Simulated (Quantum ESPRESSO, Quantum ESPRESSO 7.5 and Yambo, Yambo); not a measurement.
## Quasiparticle gap of CdTe (F-43m) in Yambo

How does a plane-wave GW calculation on CdTe (F-43m) run from the first input to the gap?

Main program and level: Quantum ESPRESSO 7.5 and Yambo 5.3.0; PBE and many-body steps on it, plane waves.

This is a report of a sequence of runs, with most program output left out.

The database entry behind the starting cell differs from later determinations by our own check (an axis about 1.1 % short against later determinations), so it need not match the best structure at ambient conditions.

## (1) The structure

The structure is cubic, space group F-43m (No. 216). Conventional cell: a = 6.410 Å, b = 6.410 Å, c = 6.410 Å, α = 90.00°, β = 90.00°, γ = 90.00°. Nearest to Cd lie 4 Te at 2.78 Å. Te has 4 Cd at 2.78 Å nearest. Farther neighbours and most contacts between anions are not listed.

As a file:

```cif
data_structure
_symmetry_space_group_name_H-M 'P 1'
_symmetry_Int_Tables_number 1
_cell_length_a 4.5326
_cell_length_b 4.5326
_cell_length_c 4.5326
_cell_angle_alpha 60.000
_cell_angle_beta 60.000
_cell_angle_gamma 60.000
_cell_volume 65.84
loop_
_atom_site_label
_atom_site_type_symbol
_atom_site_fract_x
_atom_site_fract_y
_atom_site_fract_z
_atom_site_occupancy
Cd1 Cd 0.00000 0.00000 0.00000 1
Te2 Te 0.25000 0.25000 0.25000 1
```

The cell and positions come from the Crystallography Open Database and are kept as given unless a step says otherwise. Spin-orbit coupling is left out unless a step names it.

## (2) Ground state

This step: Quantum ESPRESSO 7.5; DFT, PBE, plane waves, norm-conserving pseudopotentials.

The ground-state density comes first.

File pw.in:

```
&control
  calculation = 'scf'
  prefix = 'x'
  outdir = 'o'
  pseudo_dir = 'pseudo'
/
&system
  ibrav = 0
  nat = 2
  ntyp = 2
  ecutwfc = 94.0
  nbnd = 27
  force_symmorphic = .true.
/
&electrons
  conv_thr = 1e-10
  electron_maxstep = 80
  mixing_beta = 0.5
/
ATOMIC_SPECIES
  Cd 112.41 Cd.upf
  Te 127.6 Te.upf
CELL_PARAMETERS angstrom
  -0.0000000000 3.2050000000 3.2050000000
  3.2050000000 -0.0000000000 3.2050000000
  3.2050000000 3.2050000000 -0.0000000000
ATOMIC_POSITIONS crystal
  Cd 0.0000000000 0.0000000000 0.0000000000
  Te 0.2500000000 0.2500000000 0.2500000000
K_POINTS automatic
  6 6 6 0 0 0
```

Command:

```console
$ OMP_NUM_THREADS=1 mpirun -n 4 pw.x -nk 4 -in pw.in > pw.out
```

The job ended after 18 s (4 MPI ranks of Arm Neoverse V1, shared host; peak memory 0.39 GiB).

Numbers from this step:

```
total energy               : -12404.6267 eV
gap                        : 0.8701 eV
k of the valence top       : 0, 0, 0
k of the conduction bottom : 0, 0, 0
least direct gap           : 0.8701 eV
```

The gap is direct, at Γ.

## (3) Bands along the symmetry lines

The cheap functional maps the bands first; the places of the edges decide which points the dearer methods must see.

File pw.in:

```
&control
  calculation = 'bands'
  prefix = 'x'
  outdir = 'o'
  pseudo_dir = 'pseudo'
/
&system
  ibrav = 0
  nat = 2
  ntyp = 2
  ecutwfc = 94.0
  nbnd = 28
  force_symmorphic = .true.
/
&electrons
  conv_thr = 1e-9
  electron_maxstep = 80
  diago_full_acc = .true.
  diago_thr_init = 5e-6
/
ATOMIC_SPECIES
  Cd 112.41 Cd.upf
  Te 127.6 Te.upf
CELL_PARAMETERS angstrom
  -0.0000000000 3.2050000000 3.2050000000
  3.2050000000 -0.0000000000 3.2050000000
  3.2050000000 3.2050000000 -0.0000000000
ATOMIC_POSITIONS crystal
  Cd 0.0000000000 0.0000000000 0.0000000000
  Te 0.2500000000 0.2500000000 0.2500000000
K_POINTS crystal
  50
  0.00000000 0.00000000 0.00000000 1
  -0.06250000 -0.06250000 0.00000000 1
  -0.12500000 -0.12500000 0.00000000 1
  -0.18750000 -0.18750000 0.00000000 1
  -0.25000000 -0.25000000 0.00000000 1
  -0.31250000 -0.31250000 0.00000000 1
  -0.37500000 -0.37500000 0.00000000 1
  -0.43750000 -0.43750000 0.00000000 1
  -0.50000000 -0.50000000 0.00000000 1
  -0.48437500 -0.48437500 0.03125000 1
  -0.46875000 -0.46875000 0.06250000 1
  -0.45312500 -0.45312500 0.09375000 1
  -0.43750000 -0.43750000 0.12500000 1
  -0.42187500 -0.42187500 0.15625000 1
  -0.40625000 -0.40625000 0.18750000 1
  -0.39062500 -0.39062500 0.21875000 1
  -0.37500000 -0.37500000 0.25000000 1
  -0.37500000 0.00000000 0.37500000 1
  -0.32812500 0.00000000 0.32812500 1
  -0.28125000 0.00000000 0.28125000 1
  -0.23437500 0.00000000 0.23437500 1
  -0.18750000 0.00000000 0.18750000 1
  -0.14062500 0.00000000 0.14062500 1
  -0.09375000 0.00000000 0.09375000 1
  -0.04687500 0.00000000 0.04687500 1
  0.00000000 0.00000000 0.00000000 1
  0.00000000 0.00000000 0.06250000 1
  0.00000000 0.00000000 0.12500000 1
  0.00000000 0.00000000 0.18750000 1
  0.00000000 0.00000000 0.25000000 1
  0.00000000 0.00000000 0.31250000 1
  0.00000000 0.00000000 0.37500000 1
  0.00000000 0.00000000 0.43750000 1
  0.00000000 0.00000000 0.50000000 1
  -0.06250000 -0.03125000 0.46875000 1
  -0.12500000 -0.06250000 0.43750000 1
  -0.18750000 -0.09375000 0.40625000 1
  -0.25000000 -0.12500000 0.37500000 1
  -0.31250000 -0.15625000 0.34375000 1
  -0.37500000 -0.18750000 0.31250000 1
  -0.43750000 -0.21875000 0.28125000 1
  -0.50000000 -0.25000000 0.25000000 1
  -0.50000000 -0.28125000 0.21875000 1
  -0.50000000 -0.31250000 0.18750000 1
  -0.50000000 -0.34375000 0.15625000 1
  -0.50000000 -0.37500000 0.12500000 1
  -0.50000000 -0.40625000 0.09375000 1
  -0.50000000 -0.43750000 0.06250000 1
  -0.50000000 -0.46875000 0.03125000 1
  -0.50000000 -0.50000000 0.00000000 1
```

Wall time 13 s (4 MPI ranks); peak memory 0.31 GiB.

This step gave:

* gap: 0.8701 eV
* k of the valence top: 0, 0, 0
* k of the conduction bottom: 0, 0, 0
* least direct gap: 0.8701 eV

The gap is 0.870 eV, as in the run before at this level.

The electronic bands at the labelled points (eV, zero at the top of the highest filled band):

```csv
point,band 19,band 20,band 21,band 22,band 23,band 24,band 25,band 26
Γ,-8.11,0.00,0.00,0.00,0.87,4.60,4.60,4.60
halfway,-8.09,-2.72,-1.15,-1.15,2.98,3.34,6.55,6.55
X,-7.58,-4.46,-1.98,-1.98,2.54,2.67,9.01,9.31
halfway,-7.56,-4.43,-2.28,-1.89,2.67,3.24,8.22,8.61
U,-7.53,-4.36,-2.70,-1.64,2.88,4.57,7.42,7.55
jump to K,-7.53,-4.36,-2.70,-1.64,2.88,4.57,7.42,7.55
halfway,-8.05,-3.10,-1.58,-0.48,2.92,4.92,5.33,5.45
Γ,-8.11,0.00,0.00,0.00,0.87,4.60,4.60,4.60
halfway,-8.11,-2.81,-0.46,-0.46,2.05,5.17,5.17,5.43
L,-7.73,-4.61,-0.82,-0.82,1.86,5.20,5.20,7.09
halfway,-7.63,-4.40,-2.17,-1.34,3.31,4.57,6.04,7.29
W,-7.49,-4.34,-2.45,-2.33,4.37,4.68,5.61,6.30
halfway,-7.54,-4.40,-2.22,-2.16,3.27,3.35,7.56,7.65
X,-7.58,-4.46,-1.98,-1.98,2.54,2.67,9.01,9.31
```

## (4) Empty states on the mesh, 4×4×4 mesh, 119 bands

The sums over transitions need many empty states on a uniform mesh; this step solves for them.

File pw.in:

```
&control
  calculation = 'nscf'
  prefix = 'x'
  outdir = 'o'
  pseudo_dir = 'pseudo'
/
&system
  ibrav = 0
  nat = 2
  ntyp = 2
  ecutwfc = 94.0
  nbnd = 119
  force_symmorphic = .true.
/
&electrons
  conv_thr = 1e-9
  electron_maxstep = 80
  diago_full_acc = .true.
  diago_thr_init = 5e-6
/
ATOMIC_SPECIES
  Cd 112.41 Cd.upf
  Te 127.6 Te.upf
CELL_PARAMETERS angstrom
  -0.0000000000 3.2050000000 3.2050000000
  3.2050000000 -0.0000000000 3.2050000000
  3.2050000000 3.2050000000 -0.0000000000
ATOMIC_POSITIONS crystal
  Cd 0.0000000000 0.0000000000 0.0000000000
  Te 0.2500000000 0.2500000000 0.2500000000
K_POINTS automatic
  4 4 4 0 0 0
```

It took 22 s on 4 MPI ranks; peak memory 0.51 GiB.

This step gave:

- gap: 0.8701 eV
- k of the valence top: 0, 0, 0
- k of the conduction bottom: 0, 0, 0
- least direct gap: 0.8701 eV
- k points computed: 8
- lowest point of the top converged band, above the valence top: 65.7657 eV

On this mesh the gap is 0.870 eV.

## (5) Conversion and set-up

This step: Yambo 5.3.0; conversion and set-up on PBE, plane waves, norm-conserving pseudopotentials.

The states are converted to the many-body program's format and the q mesh is built.

Command:

```console
$ (cd o/x.save; p2y > p2y.log; mv SAVE ../..); yambo > setup.log
```

The job ended after 3.5 s (1 MPI rank; peak memory 0.26 GiB).

## (6) Screening and self-energy, 4×4×4 mesh, 119 bands, screening to 149.7 eV

G0W0 replaces the xc potential by the self-energy, built once from these orbitals. Only a window of levels is corrected, while the sums run over the empty bands that the input names.

This step: G0W0 on PBE, plane waves, norm-conserving pseudopotentials.

File gw1.in:

```
HF_and_locXC
gw0
dyson
ppa
em1d
rim_cut
RandQpts= 1000000
RandGvec= 1 RL
EXXRLvcs= 94 Ry
VXCRLvcs= 376 Ry
Chimod= "HARTREE"
% BndsRnXp
 1 | 119 |
%
NGsBlkXp= 11 Ry
% LongDrXp
 1 | 1 | 1 |
%
% GbndRnge
 1 | 119 |
%
DysSolver= "n"
ExtendOut
PPAPntXp= 27.21138 eV
% QPkrange
 1 | 8 | 14 | 26 |
%
```

Command:

```console
$ OMP_NUM_THREADS=1 mpirun -n 4 yambo -F gw1.in -J gw1 -C gw1 > gw1.log
```

It took 19 min on 4 MPI ranks; peak memory 2.7 GiB.

Numbers from this step:

```
G0W0 gap on the mesh                         : 1.652 eV
starting gap on the mesh                     : 0.8701 eV
k of the valence top                         : 0, 0, 0
k of the conduction bottom                   : 0, 0, 0
least direct G0W0 gap on the computed points : 1.652 eV
Z at the valence top                         : 0.8022
Z at the conduction bottom                   : 0.8137
```

The gap on the mesh goes from 0.87 eV to 1.65 eV, a correction of +0.78 eV.

Limits: finite bands, cutoff and mesh; no spin-orbit coupling; coarse k mesh. v1 is the top filled band, c1 the lowest empty one. Levels before and after the correction, in eV, zero at the valence-band top of each column:

```csv
,conduction bottom,valence top
Kohn-Sham,0.87,0.00
G0W0,1.65,0.00
```

```csv
,level,energy (eV)
Kohn-Sham,Γ v4,-8.113
Kohn-Sham,Γ v3-v1,0.000
Kohn-Sham,Γ c1,0.870
Kohn-Sham,Γ c2-c4,4.597
G0W0,Γ v4,-8.719
G0W0,Γ v3-v1,0.000
G0W0,Γ c1,1.652
G0W0,Γ c2-c4,5.270
```

## (7) Where the time went

Times are wall times on the hardware named with each run, good to a factor of about two.

```csv
step,time,share,memory (GiB)
ground state,18 s,1 %,0.39
bands along the symmetry lines,13 s,1 %,0.31
empty states on the mesh,22 s,2 %,0.51
conversion and set-up,3.5 s,0 %,0.26
screening and self-energy,19 min,95 %,2.7
```

## (8) Outcome

```yaml
pbe_gap: 0.87 eV, direct
g0w0_gap_on_the_mesh: 1.65 eV
gw_settings: 4×4×4 mesh, 119 bands, screening to 149.7 eV, Godby-Needs plasmon pole
known_limits: not at the basis limit; no spin-orbit coupling; coarse k mesh
```

G0W0 moves the gap on the mesh from 0.87 eV to 1.65 eV (+0.78 eV), with Z of 0.80 and 0.81 at the edges. The dearest step here is «screening and self-energy». Bands and cutoff are finite, so the gap is not at the basis limit. The miss can reach some tenths of an eV and take either sign; the mesh is an error of its own. The 4×4×4 mesh is coarse for this cell, which bears on the long-range parts of exchange and screening. The many-body steps are scalar-relativistic: spin-orbit coupling is not in them.

[Paths, hosts, dates, memory and timing lines, banners, echoed tables and standing remarks are left out of the program output.]

[Logs are printed without paths, hosts, clocks, repeated set-up lines and the standing remarks that a program may print on its own settings, such as how far it seeks lower states.]

[Runs of the session that timed out or met a known fault of the program may be left out.]

[Hosts, paths, dates, database ids (printed as entryN), source tags and the programs' standing remarks are cut or masked in the printed files.]
